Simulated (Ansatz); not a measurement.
TiAl:

```
Ti Al
1.0
     3.17906    0.00000    0.00000
     0.00000    3.17906    0.00000
     0.00000    0.00000    3.17906
Ti Al
1 1
Cartesian
  0.0000 0.0000 0.0000
  1.5895 1.5895 1.5895
```

The cell comes from a database or a generator and needn't be the stable form of this composition.

Base run:

* Program: Ansatz 0.2.0
* Functional: PBE
* Potentials or basis: all-electron LAPW, scalar-relativistic
* Cutoff: 205 eV (chosen from the basis error)
* Basis error allowed: 0.001 eV/atom
* k mesh: 8 × 8 × 8
* Occupations: fermi-dirac, width 0.05 eV
* Spin: no spin polarisation

Its results: pressure 0.8 GPa.

Question: The run is repeated on the same cell with these changes: functional from PBE to LDA. What comes out?

Answer: Pressure -5.8 GPa.

LDA binds more tightly than PBE, so the same cell stands under less pressure.
